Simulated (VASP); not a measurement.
Crystal: Si.

```
Si
1.0
     2.66558    0.00000    0.00000
    -1.33279    2.30846    0.00000
     0.00000    0.00000    4.50627
Si
2
Direct
  0.33333 0.66667 0.25000
  0.66667 0.33333 0.75000
```

This isn't the form of Si at room conditions, which is diamond.

| Quantity | Value |
| --- | --- |
| Program | VASP 6.6.1 |
| Task | relaxation of cell and atoms |
| Functional | PBE |
| Potentials or basis | VASP PAW PBE potentials, release 64 (Si) |
| Cutoff | 600 eV |
| k mesh | 12 × 12 × 6 |
| Occupations | gaussian, width 0.03 eV |
| Spin | no spin polarisation |

At the start: pressure 3.0 GPa; volume 13.86 Å³/atom.

**Question.** Where does the relaxation end?

**Answer.** Over 6 steps the energy falls by 4.2 meV/atom and the volume is 14.28 Å³/atom (+3.0 %); space group P6_3/mmc (No. 194, to 0.05 Å).

Step by step:
| step | energy change (eV) | largest force (eV/Å) | pressure (GPa) | volume (Å³) |
| --- | --- | --- | --- | --- |
| 1 | 0.0000 | 0.0000 | 2.99 | 27.73 |
| 2 | -0.0077 | 0.0000 | -0.62 | 28.78 |
| 3 | -0.0083 | 0.0000 | 0.06 | 28.55 |
| 4 | -0.0083 | 0.0000 | 0.11 | 28.54 |
| 5 | -0.0083 | 0.0000 | -0.01 | 28.58 |
| 6 | -0.0084 | 0.0000 | 0.04 | 28.56 |

Final structure:
```
Si
1.0
     2.69681    0.00000    0.00000
    -1.34840    2.33550    0.00000
     0.00000    0.00000    4.53496
Si
2
Direct
  0.33333 0.66667 0.25000
  0.66667 0.33333 0.75000
```
